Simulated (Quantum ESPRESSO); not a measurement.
HfC, 2 atoms in the cell. It takes space group Fm-3m (No. 225, cubic). The conventional cell has a = 4.650 Å, b = 4.650 Å, c = 4.650 Å, α = 90.00°, β = 90.00°, γ = 90.00°. Hf (site symmetry m-3m) has 6 C at 2.33 Å as nearest neighbours. C (site symmetry m-3m) has 6 Hf at 2.33 Å as nearest neighbours. 

| Property | Result |
| --- | --- |
| Program | Quantum ESPRESSO 7.5 |
| Task | phonons |
| Functional | PBE |
| Potentials or basis | GBRV 1.5 PBE |
| Cutoff | 612 eV |
| Density cutoff | 4898 eV |
| k mesh | 10 × 10 × 10 |
| Occupations | cold, width 0.2 eV |
| Spin | no spin polarisation |
| Mixing beta | 0.5 |
| Most SCF iterations | 120 |
| SCF threshold | 4e-10 Ry |

Potentials or basis: GBRV 1.5 PBE.

Launch:

```sh
$ OMP_NUM_THREADS=1 mpirun -n 4 pw.x -nk 4 -in pw.in > pw.out
$ OMP_NUM_THREADS=1 mpirun -n 4 pw.x -nk 4 -in relax.in > relax.out
$ OMP_NUM_THREADS=1 mpirun -n 4 pw.x -nk 4 -in scf2.in > scf2.out
$ OMP_NUM_THREADS=1 mpirun -n 4 ph.x -nk 4 -in ph.in > ph.out
$ OMP_NUM_THREADS=1 mpirun -n 1 dynmat.x -in dynmat.in > dynmat.out
```

Hardware: 4 MPI ranks on AMD EPYC 9R45 96-Core Processor (Zen 5), with other jobs on the host.

Task: Estimate the wall time of this run.

Result: Wall time 35 s on 4 MPI ranks on AMD EPYC 9R45 96-Core Processor (Zen 5) (shared host), peak memory 0.4 GiB a rank. Counts: scf iterations 45, k pools 4, bands 14, ion steps 3, k points 47, g dense 19603.
